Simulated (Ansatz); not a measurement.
Consider the following.

GeO$_{2}$:
```yaml
crystal:
  lattice:
    - [4.42793, 0.00000, 0.00000]
    - [0.00000, 4.42793, 0.00000]
    - [0.00000, 0.00000, 2.88427]
  atoms:
    - { symbol: Ge, position: [0.00000, 0.00000, 0.00000] }
    - { symbol: Ge, position: [0.50000, 0.50000, 0.50000] }
    - { symbol: O, position: [0.30630, 0.30630, 0.00000] }
    - { symbol: O, position: [0.19370, 0.80630, 0.50000] }
    - { symbol: O, position: [0.69370, 0.69370, 0.00000] }
    - { symbol: O, position: [0.80630, 0.19370, 0.50000] }
```

This is the PBEsol-relaxed structure.

Q: All from plane-wave PAW PBEsol (Ansatz code), unless another level is named. Give the Hill bulk and shear moduli.

A: 229 and 132 GPa.

Q: Predict the highest zone-centre frequency (without LO–TO term).

A: 817 cm^-1.

Space group P4_2/mnm (rutile). The PBEsol relaxation kept the symmetry of its start; of distortions, only those at the zone centre were tested.

Potentials: the later of the program's two PAW sets.
